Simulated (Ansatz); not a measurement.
**SnO, one structure, two calculations**

Cell: a structure deposited in the COD, its atoms then relaxed with PBE in this cell.

```cif
data_structure
_symmetry_space_group_name_H-M 'P 1'
_symmetry_Int_Tables_number 1
_cell_length_a 3.7986
_cell_length_b 3.7986
_cell_length_c 11.1200
_cell_angle_alpha 90.000
_cell_angle_beta 90.000
_cell_angle_gamma 97.685
_cell_volume 159.02
loop_
_atom_site_label
_atom_site_type_symbol
_atom_site_fract_x
_atom_site_fract_y
_atom_site_fract_z
_atom_site_occupancy
Sn1 Sn 0.00006 0.99994 0.98582 1
Sn2 Sn 0.99994 0.00006 0.48582 1
Sn3 Sn 0.49968 0.50032 0.27117 1
Sn4 Sn 0.50032 0.49968 0.77117 1
O5 O 0.99981 0.50000 0.37851 1
O6 O 0.00019 0.50000 0.87851 1
O7 O 0.50000 0.00019 0.37851 1
O8 O 0.50000 0.99981 0.87851 1
```

Atoms are numbered from 1 in the order listed; like atoms form one site, named after its first atom.

First run. Level of theory: DFT, PBE, plane waves and PAW, scalar-relativistic, 420 eV cutoff, Γ-centred 12×12×5 k-points, Fermi–Dirac smearing 0.05 eV (Ansatz 0.2.0).

```tsv
site	atom	V_zz (10²¹ V/m²)	η
Sn	1	-18.44	0.31
O	5	-5.04	0.42
```

Second run. The same atoms and settings, except that the functional is r2SCAN, the cutoff is 500 eV, the mesh is 8×8×3 and the Fermi–Dirac smearing is 0.02 eV.

(1) What does the second run give?

## Answers

(1) 

```json
{"site": "Sn", "atom": "1", "V_zz": "-19.71", "η": "0.27", "change of V_zz": "-1.27"}
{"site": "O", "atom": "5", "V_zz": "-5.30", "η": "0.40", "change of V_zz": "-0.26"}
```

The largest change of V_zz is on Sn, from -18.44 to -19.71. In per cent, |V_zz| changes by +7 on Sn, +5 on O (all sites that start above 0.5). Isomer shifts (Sn against SnO₂, from the density at the nucleus and a line fitted to measured compounds for each functional; the lines scatter by about 0.1 mm/s, so smaller changes between functionals mean little): Sn 2.80 → 2.80 mm/s.

Without spin–orbit coupling (the program notes it for Sn) the gradients can shift somewhat, as the gap is small. The database positions were far from equilibrium, so the relaxed structure may not be the compound's real one.
For the first run: At this cell the PBE pressure is 2.1 GPa (principal stresses up to 13 GPa in size), so it isn't the equilibrium cell of PBE. The entry's cell may itself be off.
For the second run: At this cell the r2SCAN pressure is -1.5 GPa (principal stresses up to 11 GPa in size), so it isn't the equilibrium cell of r2SCAN. The entry's cell may itself be off. The largest force is 0.5 eV/Å, so the atoms aren't at the calculated equilibrium and relaxing them would move these values. With these PAW files V_zz is typically within 2 to 3 % of all-electron values, but misses above 10 % occur on Sn.
